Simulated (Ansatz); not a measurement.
Ionic part of the dielectric constant of KCl at -0.8 GPa, mode by mode

Theory: Ansatz, DFT PBE, scalar-relativistic, plane waves, PAW. Plane waves to 420 eV; Γ-centred k mesh 6×6×6; fixed occupations. No spin polarisation. Phonons by linear response, acoustic sum rule imposed.

The structure is cubic, space group Pm-3m (No. 221). The conventional cell has a = 3.893 Å, b = 3.893 Å, c = 3.893 Å, α = 90.00°, β = 90.00°, γ = 90.00°. K (site symmetry m-3m) is surrounded by 8 Cl at 3.37 Å. Around Cl (site symmetry m-3m) lie 8 K at 3.37 Å.

The cell is the ideal cubic caesium chloride prototype; this isn't the usual structure of the compound.

The primitive cell has V = 59.01 Å³ and ε∞,zz = 2.498. Each polar mode adds Δε = (4.92064×10⁷/V)·S/ν² along z, with S its oscillator strength in e²/amu, ν in cm⁻¹ and V in Å³.

**Question.** From these modes, find each Δε and ε0,zz.
```csv
ν (cm⁻¹),S_zz (e²/amu)
80.5,0.0774
```

**Answer.**
| ν (cm⁻¹) | Δε |
| --- | --- |
| 80.5 | 9.96 |

The sum is 9.957, so ε0,zz = 12.45; the run's tensor has 12.45.

**Question.** Where do the longitudinal modes lie for a wave vector along z?

**Answer.** At 180 cm⁻¹. The Lyddane–Sachs–Teller product Π(ν_LO/ν_TO)² = 4.99 matches ε0/ε∞ = 4.99.